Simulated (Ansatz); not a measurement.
Runs of Ansatz 0.2.0 on HfO2. Symmetry: Fm-3m, No. 225, cubic system. Conventional cell: a = 5.115 Å, b = 5.115 Å, c = 5.115 Å, α = 90.00°, β = 90.00°, γ = 90.00°. Hf (site symmetry m-3m) is surrounded by 8 O at 2.21 Å. O (site symmetry -43m) has 4 Hf at 2.21 Å as nearest neighbours. Measurements of this composition are mostly on another form, of space group No. 14.

```csv
task,level,cell,k mesh,smearing,points for each segment of the path,mesh quality,gap on the mesh (eV),pressure (GPa),relaxed volume (Å³/atom)
relaxation of cell and atoms,revPBE+D3(BJ),relaxed,9 × 9 × 9,fermi-dirac 0.05 eV,-,not flagged,3.97,0.0,10.89
band structure,HSEsol,as given,5 × 5 × 5,fermi-dirac 0.05 eV,4,coarse,-,(c),-
single point,PBE,as given,9 × 9 × 9,gaussian 0.03 eV,-,not flagged,(a),-2.5,-
relaxation of cell and atoms,RPBE+D4,relaxed,9 × 9 × 9,fermi-dirac 0.05 eV,-,not flagged,3.99,0.0,10.94
band structure,HSE03,as given,5 × 5 × 5,fermi-dirac 0.05 eV,4,coarse,-,(b),-
```

Alike in all rows: potentials or basis Ansatz PAW; no spin polarisation; cutoff (eV) 420.

Estimate the missing entries.

(a) 3.83; (b) -8.5; (c) -14.1.

Caveats: some runs use coarse meshes; spin-orbit coupling is left out, which moves the levels of the heavy elements; the PAW data sets come from PBE, with cores solved anew for the run's functional, which leaves a small shift of forces and pressure (some runs); odd divisions of the mesh miss points on the zone boundary, where band edges often lie, so the gap on the mesh can be too wide (some runs); the plane-wave basis is chosen anew once the cell has moved, so the energies of steps on either side of that aren't comparable (some runs); the thresholds are loose for stress (some runs).

A k mesh can miss the band edges, and the runs leave out spin-orbit coupling on Hf.
